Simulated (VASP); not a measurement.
A run of VASP 6.6.1:

The input run.py:

```python
from ase.calculators.vasp import Vasp
from ase.dft.bandgap import bandgap
from ase.spacegroup import crystal

atoms = crystal(
    ['Ag', 'Cl'],
    basis=[[0.0, 0.0, 0.0], [0.5, 0.0, 0.0]],
    spacegroup=225,
    setting=1,
    cellpar=[5.47, 5.47, 5.47, 90.0, 90.0, 90.0],
    primitive_cell=True,
)
calc = Vasp(
    directory='calc',
    xc='revpbe',
    pp='PBE',
    setups='recommended',
    prec='Accurate',
    encut=520,
    ediff=1e-06,
    ismear=-1,
    sigma=0.02,
    lreal=False,
    lasph=True,
    nelm=80,
    algo='Normal',
    isif=2,
    lwave=False,
    lcharg=False,
    ivdw=4,
    kpts=[8, 8, 8],
    gamma=True,
)
atoms.calc = calc

print('energy (eV):', atoms.get_potential_energy())
print('free energy (eV):', atoms.get_potential_energy(force_consistent=True))
print('forces (eV/A):')
print(atoms.get_forces())
print('stress (eV/A^3, Voigt):', atoms.get_stress())
print('Fermi level (eV):', calc.get_fermi_level())
gap, top, bottom = bandgap(calc)
print('band gap (eV):', gap, 'from (spin, k, band)', top, 'to', bottom)
```

Potentials or basis: VASP PAW PBE potentials, release 64 (Ag, Cl).

The run is started by

```sh
$ python run.py
```

Hardware: 1 thread of Intel(R) Xeon(R) 6975P-C (Granite Rapids) (shared host).

Task: Estimate the wall time of this run.

Result: Wall time 14 s on 1 thread of Intel(R) Xeon(R) 6975P-C (Granite Rapids), with other jobs on the host, peak memory 0.17 GiB. Counts: scf iterations 12, k points 29.
